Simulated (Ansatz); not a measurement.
Ge: one input, then a changed one

Structure: COD 9011050, as refined from experiment and not relaxed.

First run: DFT, PBE, all-electron LAPW, scalar-relativistic (Ansatz 0.2.0).

Command: `ansatz run input.yaml --threads 1 --pin off --max-ram 2048MiB --backend cpu --events-out ev --progress --plain --runs-dir out` The run took 23 s on 1 thread of Arm Neoverse V1, on a shared host, peak memory 0.39 GiB.

```yaml
crystal:
  lattice:
    - [0.0, 2.82877, 2.82877]
    - [2.82877, 0.0, 2.82877]
    - [2.82877, 2.82877, 0.0]
  atoms:
    - { symbol: Ge, position: [0.5, 0.5, 0.5] }
    - { symbol: Ge, position: [0.75, 0.75, 0.75] }
kpoints:
  mp_grid: { grid: [10, 10, 10] }
scf:
  occupations: { method: fermi_dirac, width: 0.05 }
hamiltonian:
  xc: pbe
  pseudopotentials:
    kind: all_electron
    lapw: { basis_error: 0.00025 }
    dirac_shells: { Ge: ["3p"] }
output:
  forces: true
  stress: true
  eigenvalues: true
```

Result: converged; pressure 3.65 GPa; gap on the k mesh 0.04 eV; 6 SCF iterations.

A second input differs as follows:

```diff
@@ -11,4 +11,5 @@
 scf:
   occupations: { method: fermi_dirac, width: 0.05 }
+  max_iter: 80
 hamiltonian:
   xc: pbe
@@ -21,3 +22,4 @@
   stress: true
   eigenvalues: true
+total_charge: -4
```

Question: What is wrong with it, and what does the program do?

Answer: The fault is a charge that the system can't hold (a charged periodic cell is solved on a neutralising background, which makes energy and pressure unphysical). The run converged; pressure 6.28 GPa; no gap on the k mesh; 10 SCF iterations. Such numbers aren't properties of the crystal. The log ends:
```
  P = ⅓ Tr σ = 6.2827 GPa (62.827 kbar)
--- Band table (eV; the first three rows and the last of 47) ---
  k-point 0: bands = ["-153.3606", "-153.3582", "-100.5008", "-100.5008", "-100.5008", "-100.4918", "-100.4918", "-100.4918", "-14.4790", "-14.4790", "-14.4790", "-14.4450", "-14.4450", "-14.2195", "-14.2195", "-14.2195", "-14.2014", "-14.2014", "-3.7004", "9.2727", "9.2727", "9.2727", "9.5013", "11.4321", "11.4321", "11.4321", "14.0835", "18.1583", "18.1583"]
  k-point 1: bands = ["-153.3606", "-153.3582", "-100.5008", "-100.5008", "-100.5007", "-100.4919", "-100.4918", "-100.4918", "-14.4857", "-14.4857", "-14.4773", "-14.4359", "-14.4359", "-14.2279", "-14.2279", "-14.2215", "-14.1943", "-14.1943", "-3.5737", "7.4238", "9.0041", "9.0041", "10.2014", "11.7790", "11.7790", "12.0824", "14.9192", "17.1432", "17.1432"]
  k-point 2: bands = ["-153.3604", "-153.3583", "-100.5010", "-100.5010", "-100.5004", "-100.4922", "-100.4916", "-100.4916", "-14.4954", "-14.4954", "-14.4730", "-14.4204", "-14.4204", "-14.2402", "-14.2402", "-14.2268", "-14.1849", "-14.1849", "-3.1992", "5.3897", "8.5240", "8.5240", "9.8146", "12.3483", "12.3483", "13.6606", "15.8907", "16.5957", "16.5957"]
  k-point 46: bands = ["-153.3594", "-153.3594", "-100.5019", "-100.5019", "-100.4963", "-100.4963", "-100.4907", "-100.4907", "-14.5290", "-14.5290", "-14.3875", "-14.3875", "-14.3268", "-14.3268", "-14.2901", "-14.2901", "-14.1471", "-14.1471", "0.4714", "0.4714", "4.9118", "4.9118", "11.9847", "11.9847", "14.4659", "14.4659", "19.9640", "19.9640", "21.6167"]
```
